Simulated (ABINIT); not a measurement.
A calculation with ABINIT 10.8.3 (patched build) of Cu (ASE script, structure typed inline):

run.py

```python
import json, os
import numpy as np
from ase.units import GPa
from ase.calculators.abinit import Abinit, AbinitProfile
from ase import Atoms

atoms = Atoms(['Cu', 'Cu'],
              cell=[[1.21846369, -3.9763780104, 0.0], [1.21846369, 3.9763780104, 0.0], [0.0, 0.0, 2.4754955235]],
              scaled_positions=[[0.86613335, 0.13386665, 0.75], [0.13386665, 0.86613335, 0.25]],
              pbc=True)

profile = AbinitProfile(command='abinit', pp_paths=[os.path.abspath('pseudos')])
params = dict(
    pps='pawxml', xc='PBE',
    chksymtnons=0,
    tolsym=1e-06,
    ecut=707.496,
    pawecutdg=1306.1465,
    pawxcdev=0,
    kptopt=1,
    ngkpt=[11, 11, 11],
    nshiftk=1,
    shiftk=[0.0, 0.0, 0.0],
    ixc=11,
    nband=23,
    occopt=3,
    tsmear=0.05,
    nstep=100,
    tolvrs=1e-09,
    prtwf=0,
    prtden=0,
)

atoms.calc = Abinit(profile=profile, directory='run', **params)
energy = atoms.get_potential_energy()
forces = atoms.get_forces()
stress = atoms.get_stress()
print(f'energy {energy:.6f} eV')
print('forces (eV/A)')
print(np.round(forces, 5))
print('stress (GPa, Voigt, tension positive)', np.round(stress / GPa, 4))
json.dump(dict(energy=energy, forces=forces.tolist(), stress=stress.tolist(), cell=atoms.cell.tolist(), frac=atoms.get_scaled_positions(wrap=False).tolist()), open('results.json', 'w'))
```

Potentials or basis: JTH PAW PBE v2.0.

Run with:

```bash
$ python run.py
```

This isn't the form of Cu at room conditions, which is fcc.

Problem. Write the same calculation in another form: native input, structure typed inline.

Solution. As run:

run.abi

```
# Pseudopotentials
pp_dirpath "./"
pseudos "Cu.GGA_PBE-JTH.xml"

# Structure
acell 3*1.0 Angstrom
rprim
     1.2184636900    -3.9763780104     0.0000000000
     1.2184636900     3.9763780104     0.0000000000
     0.0000000000     0.0000000000     2.4754955235
ntypat 1
znucl 29
natom 2
typat 1 1
xred
     0.8661333500     0.1338666500     0.7500000000
     0.1338666500     0.8661333500     0.2500000000
chkprim 0
chksymtnons 0
tolsym 1.0e-6

# Plane-wave basis
ecut 26.0
pawecutdg 48.0
pawxcdev 0

# k points
kptopt 1
ngkpt 11 11 11
nshiftk 1
shiftk 0.0 0.0 0.0

# Exchange and correlation
ixc 11

# Bands and occupations
nband 23
occopt 3
tsmear 0.00183747

# SCF cycle
nstep 100
tolvrs 1.0e-9

# Output
iomode 3
prtwf 0
prtden 0
prteig 0
prtebands 0
enunit 1
```

Potentials or basis: JTH PAW PBE v2.0.

Run with:

```bash
$ abinit run.abi > log 2>&1
```

Both were run:

|  | ASE script, structure typed inline | native input, structure typed inline |
| --- | --- | --- |
| Pressure | 6.5 GPa | 6.5 GPa |
| Largest force | 0.045 eV/Å | 0.045 eV/Å |
| Band gap on the k mesh | none (metal or under the smearing width) | none (metal or under the smearing width) |
| Valence electrons inside the program's atomic spheres | Cu 17.39 (radii [1.0588] Å) | Cu 17.39 (radii [1.0588] Å) |

Keys that steer only the numerical path or the files written may differ.
